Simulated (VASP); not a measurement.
# From VASP inputs to Ansatz: LiH (zincblende)

INCAR

```
SIGMA = 0.02
EDIFFG = -5E-3
EDIFF = 1E-7
GGA = CA
NBANDS = 9
LASPH = .TRUE.
NSW = 40
ISMEAR = -1
LCHARG = .FALSE.
IBRION = 2
NELM = 120
PREC = Accurate
LREAL = .FALSE.
ISIF = 3
ENCUT = 600
LWAVE = .FALSE.
```

KPOINTS

```
KPOINTS created by Atomic Simulation Environment
0
Gamma
10 10 10
0 0 0
```

POSCAR

```
Li H
 1.0000000000000000
    -0.0000000000000000    2.1433374631220659    2.1433374631220659
     2.1433374631220659    0.0000000000000000    2.1433374631220659
     2.1433374631220659    2.1433374631220659    0.0000000000000000
 Li  H
   1   1
Cartesian
 -0.0000000000000000  0.0000000000000000 -0.0000000000000000
  1.0716687315610327  1.0716687315610327  1.0716687315610327
```

VASP ran with the recommended LDA PAW datasets (4 valence electrons in the cell).

Task: Translate these files to an Ansatz input.

Result: 

```yaml
crystal:
  lattice:
    - [0.0, 2.1433374631, 2.1433374631]
    - [2.1433374631, 0.0, 2.1433374631]
    - [2.1433374631, 2.1433374631, 0.0]
  atoms:
    - { symbol: Li, position: [0.0, 0.0, 0.0] }
    - { symbol: H, position: [0.25, 0.25, 0.25] }
kpoints:
  mp_grid: { grid: [10, 10, 10] }
hamiltonian:
  xc: lda
scf:
  occupations: { method: fermi_dirac, width: 0.02 }
relax:
  f_tol: 0.005
  cell: {}
```

Other inputs would serve too.

```
                                              VASP                 Ansatz
relaxed cell vector lengths  2.949, 2.949, 2.949 Å  2.956, 2.956, 2.956 Å
        relaxed cell volume               18.13 Å³               18.27 Å³
```

Datasets and cutoffs are each program's own. VASP's cell holds 4 valence electrons and Ansatz's 4. LDA means the Perdew–Zunger form with relativistic exchange in VASP and the Perdew–Wang form in Ansatz.
